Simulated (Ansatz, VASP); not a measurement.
Al2O3 in VASP and in Ansatz

```
Al O
1.0
     2.37936    1.37372    4.24496
    -2.37936    1.37372    4.24496
     0.00000   -2.74745    4.24496
Al O
4 6
Cartesian
  0.0000 0.0000 10.8570
  0.0000 0.0000 4.4896
  0.0000 0.0000 1.8779
  0.0000 0.0000 8.2453
  0.9231 -1.3737 5.3062
  -1.6512 -0.1126 5.3062
  -0.9231 1.3737 7.4287
  -0.7281 -1.4863 7.4287
  1.6512 0.1126 7.4287
  0.7281 1.4863 5.3062
```

Change from the starting cell: uniaxial_z strain -2.0%.

Alike in both runs: task single point; functional PBE; k mesh 6 × 6 × 6; occupations fermi-dirac, width 0.02 eV; no spin polarisation.

|  | VASP | Ansatz |
| --- | --- | --- |
| version | VASP 6.6.1 | Ansatz 0.2.0 |
| potentials or method | VASP PAW PBE potentials, release 64 (Al, O) | plane waves, PAW |
| plane-wave cutoff (eV) | 520 | 420 |
| valence electrons in the cell | 48 | 48 |

```csv
,VASP,Ansatz,Ansatz less VASP
gap on the k mesh at the Fermi level (eV),6.32,6.32,0.000
pressure (GPa),12.7,12.8,+0.12
largest component of the traceless stress (GPa),4.48,4.51,+0.022
rms of the force components (eV/Å),0.019,0.018,-0.0013
```

Atom by atom the forces differ by 0.001 eV/Å (rms over components).

A k mesh can miss the band edges.
